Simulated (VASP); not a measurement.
# Ir (Fm-3m) in VASP: notebook, part 2 of 2

VASP 6.6.1. Earlier steps stand in the parts before.

## 5. Relaxation of cell and atoms, PBEsol

INCAR

```
SYSTEM = Ir
PREC = Accurate ; ENCUT = 480
EDIFF = 1E-7 ; ISMEAR = 0
SIGMA = 0.1 ; LREAL = .FALSE.
LASPH = .TRUE. ; NELM = 80
ALGO = Normal ; ISIF = 3
LWAVE = .FALSE. ; LCHARG = .FALSE.
GGA = PS ; IBRION = 2
NSW = 90 ; EDIFFG = -0.005
```

KPOINTS

```
Automatic mesh
0
G
  18 18 18
  0 0 0
```

POSCAR

```
Ir
1.0
    0.0000000000      1.9269646700      1.9269646700
    1.9269646700      0.0000000000      1.9269646700
    1.9269646700      1.9269646700      0.0000000000
Ir
1
Direct
    0.0000000000      0.0000000000      0.0000000000
```

Potentials or basis: VASP PAW PBE potentials, release 64 (Ir).

Run with:

```sh
> cat potpaw_PBE.64/Ir/POTCAR > POTCAR
> mpirun -np 1 vasp_std > vasp.out
```

OUTCAR:

```text
SYSTEM = Ir
   PREC = Accurate
   ENCUT = 480
   EDIFF = 1E-7
   ISMEAR = 0
   LREAL = .FALSE.
   LASPH = .TRUE.
   NELM = 80
   ISIF = 3
   GGA = PS
   IBRION = 2
   NSW = 90
   EDIFFG = -0.005

 ion  position               nearest neighbor table
   1  0.000  0.000  0.000-

  LATTYP: Found a face centered cubic cell.
 ALAT       =     3.8539293400

  Lattice vectors:

 A1 = (   0.0000000000,   1.9269646700,   1.9269646700)
 A2 = (   1.9269646700,   0.0000000000,   1.9269646700)
 A3 = (   1.9269646700,   1.9269646700,   0.0000000000)

Analysis of symmetry for initial positions (statically):
=====================================================================
 Subroutine PRICEL returns:
[... 290 lines left out ...]
 cond. band min:      10.3719521657   @ k =   0.3333   0.1111   0.0556
 fundamental gap:      0.0163780612
 Fermi energy:        10.3625010699

 k-point     1 :       0.0000    0.0000    0.0000
  band No.  band energies     occupation
      1      -0.9148      2.00000
      2       6.3949      2.00000
      3       6.3949      2.00000
      4       6.3949      2.00000
      5       9.1304      2.00000
      6       9.1304      2.00000
      7      24.6347      0.00000
      8      30.2357      0.00000
[... 243 lines left out ...]
 k-point    24 :      -0.2222    0.0556    0.0000
  band No.  band energies     occupation
      1       1.3137      2.00000
      2       5.7170      2.00000
      3       6.8583      2.00000
      4       6.9518      2.00000
      5       8.8312      2.00000
      6       9.7012      2.00000
      7      24.4755      0.00000
      8      27.3041      0.00000

 [... further k-points ...]

------------------------ aborting loop because EDIFF is reached ----------------------------------------

  FORCE on cell =-STRESS in cart. coord.  units (eV):
  Direction    XX          YY          ZZ          XY          YZ          ZX
  --------------------------------------------------------------------------------------
  -------------------------------------------------------------------------------------
  Total       -0.0012329     -0.0012329     -0.0012329      0.0000000      0.0000000     -0.0000000
  in kB       -0.1402630     -0.1402630     -0.1402630      0.0000000      0.0000000     -0.0000000
  external PRESSURE =      -0.1402630 kB  Pullay stress =       0.0000000 kB
[... 16 lines left out ...]
  FREE ENERGIE OF THE ION-ELECTRON SYSTEM (eV)
  ---------------------------------------------------
  free  energy   TOTEN  =        -9.8235292291 eV

  energy  without entropy=       -9.8184804408  energy(sigma->0) =       -9.82100483

 reached required accuracy - stopping structural energy minimisation
```

Wall time 22 s (1 thread of Intel Xeon 6975P-C (Granite Rapids), shared host); peak memory 0.15 GiB.

Results:

```yaml
Free_energy: -9.8235 eV
Relaxed_volume: 14.08 Å³/atom
Relaxed_cell: a = 2.711 Å, b = 2.711 Å, c = 2.711 Å, α = 60.00°, β = 60.00°, γ = 60.00°
Space_group_after_relaxing_to_0.05_Å: Fm-3m (No. 225)
Energy_gained_by_relaxing: 4.4 meV/atom
Ionic_steps: 4
Pressure_after_relaxing: 0.0 GPa
Band_gap_on_the_k_mesh: none (metal or under the smearing width)
```

Step by step:
| step | energy change (eV) | largest force (eV/Å) | pressure (GPa) | volume (Å³) |
| --- | --- | --- | --- | --- |
| 1 | 0.0000 | 0.0000 | -6.01 | 14.31 |
| 2 | 0.0673 | 0.0000 | 28.64 | 13.23 |
| 3 | -0.0044 | 0.0000 | -0.17 | 14.09 |
| 4 | -0.0044 | 0.0000 | -0.01 | 14.08 |

Final structure:
```xyz
1
Lattice="0.0000 1.9167 1.9167 1.9167 0.0000 1.9167 1.9167 1.9167 0.0000" Properties=species:S:1:pos:R:3 pbc="T T T"
Ir    1.9167    0.0000    1.9167
```

Levels at points of the mesh, in eV from the Fermi level:
```tsv
k point	band 2	band 3	band 4	band 5	band 6	band 7
(0.00, 0.00, 0.00)	-3.97	-3.97	-3.97	-1.23	-1.23	14.27
(0.50, 0.00, 0.00)	-4.07	-4.07	-0.87	0.88	0.88	7.24
(0.50, 0.50, 0.00)	-7.45	0.85	1.45	1.45	1.61	10.49
```

Caveat: the PAW data sets were made with another functional, which shifts forces and pressure a little. The run has no spin-orbit coupling, so splittings on Ir are missing.

## 6. Relaxation of cell and atoms, RPBE

INCAR

```
SYSTEM = Ir
PREC = Accurate ; ENCUT = 600
EDIFF = 1E-7 ; ISMEAR = 0
SIGMA = 0.1 ; LREAL = .FALSE.
LASPH = .TRUE. ; NELM = 80
ALGO = Normal ; ISIF = 3
LWAVE = .FALSE. ; LCHARG = .FALSE.
GGA = RP ; IBRION = 2
NSW = 90 ; EDIFFG = -0.005
```

KPOINTS is that of step 5.

POSCAR is that of step 5.

Potentials or basis: VASP PAW PBE potentials, release 64 (Ir).

Run with:

```sh
> cat potpaw_PBE.64/Ir/POTCAR > POTCAR
> mpirun -np 1 vasp_std > vasp.out
```

It took 25 s on 1 thread of Intel Xeon 6975P-C (Granite Rapids), shared host; peak memory 0.17 GiB.

The run converged. Its results:

| Property | Result |
| --- | --- |
| Free energy | -8.1945 eV |
| Relaxed volume | 14.69 Å³/atom |
| Relaxed cell | a = 2.749 Å, b = 2.749 Å, c = 2.749 Å, α = 60.00°, β = 60.00°, γ = 60.00° |
| Space group after relaxing (to 0.05 Å) | Fm-3m (No. 225) |
| Energy gained by relaxing | 10.8 meV/atom |
| Ionic steps | 4 |
| Pressure after relaxing | 0.0 GPa |
| Band gap on the k mesh | none (metal or under the smearing width) |

The path:
```tsv
step	energy change (eV)	largest force (eV/Å)	pressure (GPa)	volume (Å³)
1	0.0000	0.0000	9.38	14.31
2	0.1076	0.0000	-24.16	16.12
3	-0.0108	0.0000	-0.34	14.71
4	-0.0108	0.0000	-0.03	14.69
```

Final structure:
```yaml
crystal:
  lattice:
    - [0.00000, 1.94401, 1.94401]
    - [1.94401, 0.00000, 1.94401]
    - [1.94401, 1.94401, 0.00000]
  atoms:
    - { symbol: Ir, position: [0.00000, 0.00000, 0.00000] }
```

Levels at points of the mesh, in eV from the Fermi level:
```
           k point  band 1  band 2  band 3  band 4  band 5  band 6  band 7  band 8
(0.00, 0.00, 0.00)  -10.72   -3.69   -3.69   -3.69   -1.17   -1.17   14.34   19.72
(0.50, 0.00, 0.00)   -7.72   -3.78   -3.78   -0.68    0.80    0.80    6.88   13.88
(0.50, 0.50, 0.00)   -7.50   -6.95    0.76    1.34    1.34    1.69   10.01   11.52
```

Caveat: the PAW data sets were made with another functional, which shifts forces and pressure a little. The run has no spin-orbit coupling, so splittings on Ir are missing.

## 7. The runs side by side

```tsv
task	level	cell	k mesh	cutoff (eV)	mesh quality	gap on the mesh (eV)	pressure (GPa)	relaxed volume (Å³/atom)
relaxation of cell and atoms	PBEsol	relaxed	6 × 6 × 6	600	coarse	none	0.0	14.12
single point	PBEsol	as given	18 × 18 × 18	520	not flagged	none	-6.0	-
relaxation of cell and atoms	PBEsol	relaxed	18 × 18 × 18	580	not flagged	none	0.0	14.09
relaxation of cell and atoms	PBEsol	relaxed	18 × 18 × 18	480	not flagged	none	0.0	14.08
relaxation of cell and atoms	RPBE	relaxed	18 × 18 × 18	600	not flagged	none	0.0	14.69
```

Alike in all rows: potentials or basis VASP PAW PBE potentials, release 64 (Ir); no spin polarisation; smearing gaussian 0.1 eV.

Caveats: some runs use coarse meshes; the PAW data sets were made with another functional, which shifts forces and pressure a little.

Absolute energies hang on the potentials; compare differences alone.
